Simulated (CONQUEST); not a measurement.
Crystal: TiO2.

```
CELL_PARAMETERS angstrom
2.95921 0.00000 0.00000
0.00000 4.59984 0.00000
0.00000 0.00000 4.59984
ATOMIC_POSITIONS crystal
Ti 0.50000 0.00000 0.00000
Ti 0.00000 0.50000 0.50000
O 0.50000 0.30432 0.69568
O 0.00000 0.80432 0.80432
O 0.00000 0.19568 0.19568
O 0.50000 0.69568 0.30432
```

The cell is a database's computed one.

Base run:

```yaml
Program: CONQUEST 1.3
Functional: PBE
Potentials_or_basis: PseudoDojo NC PBE, DZP, grid cutoff 150 Ha
k_mesh: 9 × 6 × 6
Occupations: fermi-dirac, width 0.05 eV
Spin: no spin polarisation
```

Its results: band gap on the k mesh 1.73 eV, direct; pressure 6.1 GPa; largest force 0.038 eV/Å.

Q: The run is repeated on the same cell with these changes: potentials or basis from PseudoDojo NC PBE, DZP, grid cutoff 150 Ha to PseudoDojo NC PBE, SZ, grid cutoff 150 Ha. What comes out?

A: Band gap on the k mesh 1.32 eV, direct; pressure 1.5 GPa; largest force 0.174 eV/Å.

Caveats: an odd mesh through Γ misses points on the zone boundary, where band edges often lie; the basis of atomic orbitals isn't converged, which shifts pressures, moduli and gaps; the atomic basis is small (some runs).

Not every run made on this cell is shown here.
